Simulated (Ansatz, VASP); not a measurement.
# Pt: VASP beside Ansatz

```
Pt
1.0
     2.77488    0.00000    0.00000
    -1.38744    2.40312    0.00000
     0.00000    0.00000    9.39006
Pt
4
Direct
  0.00000 0.00000 0.00000
  0.00000 0.00000 0.50000
  0.33333 0.66667 0.75000
  0.66667 0.33333 0.25000
```

Alike in both runs: task relaxation of cell and atoms; functional PBE; k mesh 9 × 9 × 2; occupations gaussian, width 0.1 eV; no spin polarisation.

|  | VASP | Ansatz |
| --- | --- | --- |
| version | VASP 6.6.1 | Ansatz 0.2.0 |
| potentials or method | VASP PAW PBE potentials, release 64 (Pt) | scalar-relativistic, plane waves, PAW |
| plane-wave cutoff (eV) | 600 | 420 |
| valence electrons in the cell | 40 | 72 |

|  | VASP | Ansatz | Ansatz less VASP |
| --- | --- | --- | --- |
| gap on the k mesh at the Fermi level, each at its own relaxed structure (eV) | none | none | - |
| relaxed volume (Å³/atom) | 15.67 | 15.69 | +0.020 |
| relaxed cell length with the largest relative difference (Å) | 9.316 | 9.332 | +0.0166 |

A gap of «none» marks a metal or a gap that the smearing closes. The two sets of potentials don't hold the same shells in valence.

Caveats: the bands computed are all filled at some k points, so no gap is given. Spin-orbit coupling is left out, which matters for the levels of Pt.
